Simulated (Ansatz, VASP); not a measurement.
Two plane-wave programs on HgTe (Coloradoite)

```
Hg Te
1.0
     0.00000    3.21450    3.21450
     3.21450    0.00000    3.21450
     3.21450    3.21450    0.00000
Hg Te
1 1
Direct
  0.00000 0.00000 0.00000
  0.75000 0.75000 0.75000
```

Alike in both runs: task elastic constants; functional PBE; k mesh 5 × 5 × 5; occupations fermi-dirac, width 0.05 eV; no spin polarisation.

|  | VASP | Ansatz |
| --- | --- | --- |
| version | VASP 6.6.1 | Ansatz 0.2.0 |
| potentials or method | VASP PAW PBE potentials, release 64 (Hg, Te) | Ansatz PAW |
| plane-wave cutoff (eV) | 600 | 420 |
| valence electrons in the cell | 18 | 36 |

```tsv
	VASP	Ansatz	Ansatz less VASP
elastic constant that differs most (GPa)	29	53	+24.0
Voigt bulk modulus (GPa)	34	57	+22.5
```

The two sets of potentials don't hold the same shells in valence.

Caveats: the cell is more than 3 GPa from zero pressure, which shifts response properties (Ansatz); elastic constants of metals need much finer meshes, so these are rough (Ansatz). The runs have no spin-orbit coupling, so splittings on Hg, Te are missing.
